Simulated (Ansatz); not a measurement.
Runs of Ansatz 0.2.0 on Y. Symmetry: Fm-3m, No. 225, cubic system. The conventional cell has a = 5.104 Å, b = 5.104 Å, c = 5.104 Å, α = 90.00°, β = 90.00°, γ = 90.00°. Y (site symmetry m-3m) is surrounded by 12 Y at 3.61 Å. This isn't the form of Y at room conditions, which is hcp.

```csv
task,level,potentials or basis,U,cell,k mesh,cutoff (eV),smearing,driver,double counting,hubbard projectors,points for each segment of the path,other keys,gap on the mesh (eV),pressure (GPa)
single point,HSE03,Ansatz PAW accurate,-,as given,7 × 7 × 7,480,fermi-dirac 0.1 eV,chain,-,-,-,-,none,0.5
atomic charges,PBEsol+D3(BJ)+U,Ansatz PAW accurate,Y d U = 6.2 eV,as given,9 × 9 × 9,480,fermi-dirac 0.15 eV,chain,fll,ortho-atomic (the default),-,scf.eigensolver.kind = davidson; hamiltonian.xc = pbesol,none,10.1
band structure,PBE,JTH PAW,-,cell strained at random at fixed volume,7 × 7 × 7,900,gaussian 0.1 eV,-,-,-,14,-,none,-1.0
band structure,HSE03+D4,PseudoDojo standard,-,as given,6 × 6 × 6,980,gaussian 0.02 eV,chain,-,-,4,-,none,(a)
band structure,PBE,JTH PAW,-,cell strained at random at fixed volume,7 × 7 × 7,900,gaussian 0.1 eV,chain,-,-,14,-,none,-1.0
```

Alike in all rows: no spin polarisation.

Q: Fill in the values left out.

A: (a) -0.3.

Caveats: the thresholds are loose for stress (some runs); pairwise dispersion overbinds metals, which lowers pressure and volume (some runs); the PAW data sets were made with another functional, which shifts forces and pressure a little (some runs); U without spin polarisation on a metal has little footing (some runs); the U is typed as a test and isn't derived for this compound (some runs); the potentials were made for another functional, which shifts forces and pressure (some runs); the dispersion damping was fitted for another functional or another form of the correction (some runs).

A k mesh can miss the band edges, and the runs leave out spin-orbit coupling on Y.

A gap of «none» marks a metal or a gap under the smearing width.
